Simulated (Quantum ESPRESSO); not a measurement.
# 2H-MoTe2, 1 layer: cutoff convergence, part 2 of 3

Wanted: the cheapest sound input for 2H-MoTe2, 1 layer, from a series that sets result against time.

Quantum ESPRESSO 7.5; plane-wave DFT, PBE, SG15 norm-conserving pseudopotentials.

So far. Step 2 (Self-consistent run: ecutwfc 90 Ry, ecutrho 360 Ry): Inside the slab this potential holds the local part of the pseudopotentials, which can be repulsive at the nuclei; only its value in the vacuum has a meaning of its own. Step 3 (SCF with pw.x: ecutwfc 75 Ry, ecutrho 300 Ry): Counted from each run's own zero (the valence top), the vacuum level differs from the first run's by +3 meV.

**4. SCF with pw.x: ecutwfc 60 Ry, ecutrho 240 Ry**

Input file c2.in:

```
&control
  prefix = 'c2'
  outdir = './out'
  pseudo_dir = './pseudo'
  calculation = 'scf'
  tprnfor = .true.
/
&system
  ibrav = 0
  nat = 3
  ntyp = 2
  ecutwfc = 60
  ecutrho = 240
  occupations = 'smearing'
  smearing = 'fd'
  degauss = 0.004
  assume_isolated = 'esm'
  esm_bc = 'bc1'
/
&electrons
  conv_thr = 1e-07
  mixing_beta = 0.4
  electron_maxstep = 120
  mixing_mode = 'local-TF'
/
ATOMIC_SPECIES
  Te  127.6000  Te_ONCV_PBE-1.2.upf
  Mo  95.9500  Mo_ONCV_PBE-1.2.upf
CELL_PARAMETERS angstrom
  3.55000000000000 0.00000000000000 0.00000000000000
  -1.77500000000000 3.07439018343476 0.00000000000000
  0.00000000000000 0.00000000000000 20.77410263064833
ATOMIC_POSITIONS crystal
  Te  0.333333333333 0.666666666667 -0.090836718624
  Mo  0.000000000000 0.000000000000 0.000000000000
  Te  0.333333333333 0.666666666667 0.090836718624
K_POINTS automatic
  12 12 1 0 0 0
```

Run with:

```bash
$ OMP_NUM_THREADS=1 mpirun -n 4 pw.x -nk 4 -in c2.in > c2.out
```

Output:

```text
[banner, memory and clock lines left out]
Program PWSCF v.7.5 starts
[...]
Message from routine setup:
[...]
number of electrons       =        46.00
     number of Kohn-Sham states=           28
     kinetic-energy cutoff     =      60.0000  Ry
     charge density cutoff     =     240.0000  Ry
[...]
number of k points=    19  Fermi-Dirac smearing, width (Ry)=  0.0040
[...]
Dense  grid:    96205 G-vectors     FFT dimensions: (  36,  36, 200)
[...]
negative rho (up, down):  3.151E-04 0.000E+00
     Starting wfcs are random
[...]
estimated scf accuracy    <       0.40477961 Ry
[...]
estimated scf accuracy    <       0.13475026 Ry
[...]
estimated scf accuracy    <       0.02377106 Ry
[...]
estimated scf accuracy    <       0.01470307 Ry
[...]
estimated scf accuracy    <       0.00155169 Ry
[...]
estimated scf accuracy    <       0.00206714 Ry
[...]
estimated scf accuracy    <       0.00220995 Ry
[...]
estimated scf accuracy    <       0.00112084 Ry
[...]
estimated scf accuracy    <       0.00018048 Ry
[...]
estimated scf accuracy    <       0.00038211 Ry
[...]
negative rho (up, down):  3.118E-04 0.000E+00
[...]
estimated scf accuracy    <       0.00066608 Ry
[...]
negative rho (up, down):  6.805E-05 0.000E+00
[...]
estimated scf accuracy    <       0.00001233 Ry
[...]
negative rho (up, down):  4.991E-05 0.000E+00
[...]
estimated scf accuracy    <       0.00006122 Ry
[...]
negative rho (up, down):  8.552E-06 0.000E+00
[...]
estimated scf accuracy    <       0.00004238 Ry
[...]
negative rho (up, down):  5.131E-06 0.000E+00
[...]
estimated scf accuracy    <       0.00000398 Ry
[...]
negative rho (up, down):  3.818E-06 0.000E+00
[...]
estimated scf accuracy    <       0.00000179 Ry
[...]
estimated scf accuracy    <       0.00000023 Ry
[...]
estimated scf accuracy    <       0.00000248 Ry
[...]
estimated scf accuracy    <       0.00000175 Ry
[...]
estimated scf accuracy    <       0.00000187 Ry
[...]
negative rho (up, down):  1.167E-07 0.000E+00
[...]
estimated scf accuracy    <       0.00000187 Ry
[...]
negative rho (up, down):  2.578E-06 0.000E+00
[...]
estimated scf accuracy    <       0.00000218 Ry
[...]
estimated scf accuracy    <       0.00000234 Ry
[...]
estimated scf accuracy    <       0.00000123 Ry
[...]
estimated scf accuracy    <       0.00000297 Ry
[...]
estimated scf accuracy    <       0.00000092 Ry
[...]
estimated scf accuracy    <       0.00000017 Ry
[...]
the Fermi energy is    -4.2593 ev
!    total energy              =    -486.76659710 Ry
     estimated scf accuracy    <       0.00000005 Ry
     smearing contrib. (-TS)   =      -0.00000056 Ry
     internal energy E=F+TS    =    -486.76659655 Ry
[...]
one-electron contribution =    2275.50028459 Ry
     hartree contribution      =   -1153.40308311 Ry
     xc contribution           =     -52.63821651 Ry
     ewald contribution        =   -1556.22558152 Ry
     convergence has been achieved in  28 iterations
[...]
Total force =     0.049003     Total SCF correction =     0.002304
[...]
```

The job ended after 2.1 min (4 MPI ranks of Arm Neoverse V2, shared host; peak memory 0.58 GiB; 8.5 min of CPU time).

Numbers from this step:

| Item | Value |
| --- | --- |
| free energy | -6622.7969 eV |
| Fermi energy | -4.259 eV |
| valence top, on the run's zero | -4.763 eV |
| conduction bottom, on the run's zero | -3.674 eV |
| vacuum line at the lower end of the cell, over the valence top | 4.763 eV |
| vacuum line at the upper end of the cell, over the valence top | 4.763 eV |

The program's own clock; routines nest. Time by routine:

```
     routine  wall time (s)  calls
       PWSCF          127.6      1
   electrons          126.4      1
     c_bands          101.7     29
     cegterg          93.97    150
       h_psi          73.05   1370
    vloc_psi          63.56   1370
        fftw           63.3  41044
     mix_rho          14.25     29
        ffts           8.38   2824
    sum_band           7.94     29
      calbec           4.71   1390
  add_vuspsi           4.64   1370
h_psi:calbec           4.59   1370
    v_of_rho           2.12     29
```

Counted from each run's own zero (the valence top), the vacuum level differs from the first run's by -0 meV.

**5. Self-consistent run: ecutwfc 51 Ry, ecutrho 204 Ry**

c3.in is the input of step 4 with these lines changed:

```diff
@@ -1,3 +1,3 @@
 &control
-  prefix = 'c2'
+  prefix = 'c3'
   outdir = './out'
@@ -11,4 +11,4 @@
   ntyp = 2
-  ecutwfc = 60
-  ecutrho = 240
+  ecutwfc = 51
+  ecutrho = 204
   occupations = 'smearing'
```

Run with:

```bash
$ OMP_NUM_THREADS=1 mpirun -n 4 pw.x -nk 4 -in c3.in > c3.out
```

Output:

```text
[banner, memory and clock lines left out]
Program PWSCF v.7.5 starts
[...]
Message from routine setup:
[...]
number of electrons       =        46.00
     number of Kohn-Sham states=           28
     kinetic-energy cutoff     =      51.0000  Ry
     charge density cutoff     =     204.0000  Ry
[...]
number of k points=    19  Fermi-Dirac smearing, width (Ry)=  0.0040
[...]
Dense  grid:    75335 G-vectors     FFT dimensions: (  32,  32, 180)
[...]
negative rho (up, down):  5.009E-04 0.000E+00
     Starting wfcs are random
[...]
negative rho (up, down):  6.332E-08 0.000E+00
[...]
estimated scf accuracy    <       0.40403014 Ry
[...]
estimated scf accuracy    <       0.13598600 Ry
[...]
estimated scf accuracy    <       0.02277806 Ry
[...]
estimated scf accuracy    <       0.01425989 Ry
[...]
estimated scf accuracy    <       0.00175743 Ry
[...]
estimated scf accuracy    <       0.00238682 Ry
[...]
estimated scf accuracy    <       0.00277283 Ry
[...]
estimated scf accuracy    <       0.00127103 Ry
[...]
estimated scf accuracy    <       0.00028182 Ry
[...]
estimated scf accuracy    <       0.00027383 Ry
[...]
negative rho (up, down):  3.674E-04 0.000E+00
[...]
estimated scf accuracy    <       0.00060477 Ry
[...]
estimated scf accuracy    <       0.00003429 Ry
[...]
negative rho (up, down):  3.328E-05 0.000E+00
[...]
estimated scf accuracy    <       0.00003403 Ry
[...]
negative rho (up, down):  6.334E-06 0.000E+00
[...]
estimated scf accuracy    <       0.00002244 Ry
[...]
estimated scf accuracy    <       0.00000484 Ry
[...]
estimated scf accuracy    <       0.00000036 Ry
[...]
negative rho (up, down):  7.402E-06 0.000E+00
[...]
estimated scf accuracy    <       0.00000028 Ry
[...]
estimated scf accuracy    <       0.00000022 Ry
[...]
negative rho (up, down):  3.178E-08 0.000E+00
[...]
estimated scf accuracy    <       0.00000400 Ry
[...]
negative rho (up, down):  2.285E-06 0.000E+00
[...]
estimated scf accuracy    <       0.00000324 Ry
[...]
estimated scf accuracy    <       0.00000304 Ry
[...]
estimated scf accuracy    <       0.00000408 Ry
[...]
estimated scf accuracy    <       0.00000431 Ry
[...]
negative rho (up, down):  6.359E-08 0.000E+00
[...]
estimated scf accuracy    <       0.00000221 Ry
[...]
estimated scf accuracy    <       0.00000321 Ry
[...]
estimated scf accuracy    <       0.00000039 Ry
[...]
estimated scf accuracy    <       0.00000013 Ry
[...]
the Fermi energy is    -4.2606 ev
!    total energy              =    -486.76589740 Ry
     estimated scf accuracy    <       0.00000001 Ry
     smearing contrib. (-TS)   =      -0.00000056 Ry
     internal energy E=F+TS    =    -486.76589684 Ry
[...]
one-electron contribution =    2275.49447934 Ry
     hartree contribution      =   -1153.39656287 Ry
     xc contribution           =     -52.63823179 Ry
     ewald contribution        =   -1556.22558153 Ry
     convergence has been achieved in  28 iterations
[...]
Total force =     0.048950     Total SCF correction =     0.000716
[...]
```

The job ended after 80 s (4 MPI ranks; peak memory 0.48 GiB).

Numbers from this step:

| Item | Value |
| --- | --- |
| free energy | -6622.7874 eV |
| Fermi energy | -4.261 eV |
| valence top, on the run's zero | -4.764 eV |
| conduction bottom, on the run's zero | -3.675 eV |
| gap by band count | 1.090 eV |
| vacuum line at the lower end of the cell, over the valence top | 4.764 eV |
| vacuum line at the upper end of the cell, over the valence top | 4.764 eV |

The program's own clock; routines nest. Time by routine:

```
     routine  wall time (s)  calls
       PWSCF          79.17      1
   electrons          78.27      1
     c_bands           62.4     29
     cegterg          57.29    150
       h_psi           41.2   1435
    vloc_psi          33.97   1435
        fftw          33.04  39360
     mix_rho           9.48     29
        ffts           4.98   2864
    sum_band           4.73     29
      calbec           3.59   1455
  add_vuspsi           3.53   1435
h_psi:calbec           3.49   1435
    v_of_rho           1.42     29
```

Counted from each run's own zero (the valence top), the vacuum level differs from the first run's by +1 meV.

**6. Self-consistent run: ecutwfc 42 Ry, ecutrho 168 Ry**

c4.in is the input of step 5 with these lines changed:

```diff
@@ -1,3 +1,3 @@
 &control
-  prefix = 'c3'
+  prefix = 'c4'
   outdir = './out'
@@ -11,4 +11,4 @@
   ntyp = 2
-  ecutwfc = 51
-  ecutrho = 204
+  ecutwfc = 42
+  ecutrho = 168
   occupations = 'smearing'
```

Run with:

```bash
$ OMP_NUM_THREADS=1 mpirun -n 4 pw.x -nk 4 -in c4.in > c4.out
```

Output:

```text
[banner, memory and clock lines left out]
Program PWSCF v.7.5 starts
[...]
Message from routine setup:
[...]
number of electrons       =        46.00
     number of Kohn-Sham states=           28
     kinetic-energy cutoff     =      42.0000  Ry
     charge density cutoff     =     168.0000  Ry
[...]
number of k points=    19  Fermi-Dirac smearing, width (Ry)=  0.0040
[...]
Dense  grid:    56183 G-vectors     FFT dimensions: (  27,  27, 162)
[...]
negative rho (up, down):  5.385E-04 0.000E+00
     Starting wfcs are random
[...]
negative rho (up, down):  7.692E-08 0.000E+00
[...]
estimated scf accuracy    <       0.39388588 Ry
[...]
estimated scf accuracy    <       0.13542938 Ry
[...]
estimated scf accuracy    <       0.02214937 Ry
[...]
estimated scf accuracy    <       0.01311421 Ry
[...]
estimated scf accuracy    <       0.00186120 Ry
[...]
estimated scf accuracy    <       0.00307971 Ry
[...]
estimated scf accuracy    <       0.00337468 Ry
[...]
estimated scf accuracy    <       0.00176089 Ry
[...]
estimated scf accuracy    <       0.00030974 Ry
[...]
negative rho (up, down):  1.144E-04 0.000E+00
[...]
estimated scf accuracy    <       0.00039197 Ry
[...]
negative rho (up, down):  3.367E-04 0.000E+00
[...]
estimated scf accuracy    <       0.00032719 Ry
[...]
estimated scf accuracy    <       0.00002008 Ry
[...]
negative rho (up, down):  4.269E-05 0.000E+00
[...]
estimated scf accuracy    <       0.00001584 Ry
[...]
negative rho (up, down):  1.613E-05 0.000E+00
[...]
estimated scf accuracy    <       0.00000358 Ry
[...]
negative rho (up, down):  3.971E-06 0.000E+00
[...]
estimated scf accuracy    <       0.00000112 Ry
[...]
negative rho (up, down):  4.077E-06 0.000E+00
[...]
estimated scf accuracy    <       0.00000031 Ry
[...]
the Fermi energy is    -4.2629 ev
!    total energy              =    -486.75728907 Ry
     estimated scf accuracy    <       0.00000006 Ry
     smearing contrib. (-TS)   =      -0.00000055 Ry
     internal energy E=F+TS    =    -486.75728852 Ry
[...]
one-electron contribution =    2275.54435486 Ry
     hartree contribution      =   -1153.43025762 Ry
     xc contribution           =     -52.64580422 Ry
     ewald contribution        =   -1556.22558153 Ry
     convergence has been achieved in  17 iterations
[...]
Total force =     0.052840     Total SCF correction =     0.000785
[...]
```

Wall time 48 s (4 MPI ranks); peak memory 0.4 GiB.

Numbers from this step:

* free energy: -6622.6703 eV
* Fermi energy: -4.263 eV
* valence top, on the run's zero: -4.767 eV
* conduction bottom, on the run's zero: -3.677 eV
* vacuum line at the lower end of the cell, over the valence top: 4.767 eV
* vacuum line at the upper end of the cell, over the valence top: 4.767 eV

The program's own clock; routines nest. Time by routine:

```
     routine  wall time (s)  calls
       PWSCF          47.65      1
   electrons          46.87      1
     c_bands          38.94     18
     cegterg          36.22     95
       h_psi          27.93   1013
        fftw          24.68  26214
    vloc_psi          24.25   1013
     mix_rho           4.28     18
    sum_band           2.91     18
        ffts           2.53   1482
      calbec           1.84   1033
  add_vuspsi            1.8   1013
h_psi:calbec           1.77   1013
     cdiaghg           0.68    998
```

Counted from each run's own zero (the valence top), the vacuum level differs from the first run's by +4 meV.

(Part 2 of 3 ends here.)

[Logs are printed without paths, hosts, clocks, repeated set-up lines and the standing remarks that a program may print on its own settings, such as how far it seeks lower states.]

[Hosts, paths, dates, database ids (printed as entryN), source tags and the programs' standing remarks are cut or masked in the printed files.]

[Maps of the electrostatic potential energy from Ansatz leave out the sawtooth potential of an applied field or a dipole correction, so their vacuum need not be flat; planar profiles and work functions include it.]
